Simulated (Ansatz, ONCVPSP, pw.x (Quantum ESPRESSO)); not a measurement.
# N (Z = 7): does the ONCV potential hold in the solid?

nitrogen, optimised norm-conserving Vanderbilt (ONCV), made with ONCVPSP 4.0.1 (PBE, scalar-relativistic). Core [He], reference 2s1 2p4. Waves: 2s: rc 0.80 bohr, ncon 3, nbas 7, qcut 10 1/bohr, local; 2p: rc 1.85 bohr, ncon 4, nbas 8, qcut 8.1 1/bohr, 1 projector; d scattering state at 0.11 Ha: rc 1.40 bohr, ncon 5, nbas 8, qcut 7.9 1/bohr, 2 projectors, debl 2.7 Ha. Local part: the s channel. Core correction: Teter function, fcfact 2, rcfact 1.

Crystal test: sc N in pw.x 7.5, no spin, 17³ k-points, Fermi–Dirac smearing 0.01 Ry, cutoffs 95/380 Ry. The reference is all-electron LAPW (Ansatz 0.2.0) with the same functional, mesh and smearing; V0 and B0 come from Birch–Murnaghan fits to the pressures at five volumes. Errors are pseudo minus all-electron; Δ is the rms difference of the E(V) curves that follow from these fits, minima aligned, over ±6 % about the mean V0. Mesh and smearing are coarse, so the numbers serve the comparison and aren't converged zero-temperature values; the lattice is a test structure that the element need not adopt. Spin polarisation is left out.

All-electron: a0 = 1.866 Å (V0 = 6.50 Å³/atom), B0 = 181.9 GPa.

Q: How far does the potential miss the all-electron equation of state?

A: mean pressure error (GPa): +3.46; a0 (Å): 1.878; a0 error (%): +0.65; B0 error (%): -1.3; Δ (meV/atom): 5.1. The largest radius (1.85 bohr) exceeds half the bond length (1.78 bohr), so the spheres overlap, which is one possible source of error among others. This is a poor potential for the solid.

```csv
V (Å³/atom),P all-electron (GPa),P pseudo (GPa)
6.337,4.71,8.46
6.503,-0.18,3.39
6.670,-4.61,-1.17
6.837,-8.71,-5.39
7.003,-12.52,-9.32
```

Q: At the middle volume, how do free energy and pressure move when the wave cutoff is lowered (ecutrho kept at four times it)?

A:

```tsv
cutoff (Ry)	shift of F (meV/atom)	shift of P (GPa)
43	+598.6	-46.89
57	+125.3	-13.63
76	+8.8	-1.93
```

Input at the middle volume:

```
&control
  calculation='scf', prefix='x', pseudo_dir='./', outdir='./tmp', tstress=.true., disk_io='none'
/
&system
  ibrav=0, nat=1, ntyp=1, ecutwfc=95, ecutrho=380, nbnd=9,
  occupations='smearing', smearing='fd', degauss=0.01
/
&electrons
  conv_thr=1e-09, mixing_beta=0.4, electron_maxstep=70
/
ATOMIC_SPECIES
N 1.0 N.UPF
CELL_PARAMETERS angstrom
  1.88238568 0.00000000 0.00000000
  0.00000000 1.88238568 0.00000000
  0.00000000 0.00000000 1.88238568
ATOMIC_POSITIONS crystal
N 0.0000 0.0000 0.0000
K_POINTS automatic
17 17 17 0 0 0
```

```bash
pw.x < N.scf.in > N.scf.out
```

Lines of the output:

```
Message from routine setup:
     using ibrav=0 with symmetry is DISCOURAGED, use correct ibrav instead
     lattice parameter (alat)  =       3.5572  a.u.
     unit-cell volume          =      45.0114 (a.u.)^3
     number of electrons       =         5.00
     number of Kohn-Sham states=            9
     kinetic-energy cutoff     =      95.0000  Ry
     charge density cutoff     =     380.0000  Ry
     scf convergence threshold =      1.0E-09
     Exchange-correlation= PBE
     number of k points=   165  Fermi-Dirac smearing, width (Ry)=  0.0100
     iteration #  1     ecut=    95.00 Ry     beta= 0.40
     total energy              =     -19.56633543 Ry
     estimated scf accuracy    <       0.00513179 Ry
     iteration #  2     ecut=    95.00 Ry     beta= 0.40
     total energy              =     -19.56681694 Ry
     estimated scf accuracy    <       0.00169794 Ry
     iteration #  3     ecut=    95.00 Ry     beta= 0.40
     total energy              =     -19.56689039 Ry
     estimated scf accuracy    <       0.00003269 Ry
     iteration #  4     ecut=    95.00 Ry     beta= 0.40
     total energy              =     -19.56689315 Ry
     estimated scf accuracy    <       0.00000028 Ry
     iteration #  5     ecut=    95.00 Ry     beta= 0.40
     total energy              =     -19.56689321 Ry
     estimated scf accuracy    <       0.00000004 Ry
     iteration #  6     ecut=    95.00 Ry     beta= 0.40
     the Fermi energy is    10.7177 ev
!    total energy              =     -19.56689322 Ry
     estimated scf accuracy    <          3.4E-11 Ry
     smearing contrib. (-TS)   =      -0.00173171 Ry
     The total energy is F=E-TS. E is the sum of the following terms:
     one-electron contribution =       3.52576914 Ry
     hartree contribution      =       1.74286790 Ry
     xc contribution           =      -4.89323612 Ry
     ewald contribution        =     -19.94056243 Ry
     convergence has been achieved in   6 iterations
          total   stress  (Ry/bohr**3)                   (kbar)     P=      -11.68
     Message from routine punch:
     Nothing written, as per user request (disk_io='none')
```

The run at the middle volume (165 k-points, 6 iterations) took about 14 s on one core of a shared host (Intel(R) Xeon(R) Platinum 8259CL CPU @ 2.50GHz, 96 threads, 755 GiB, load 52).
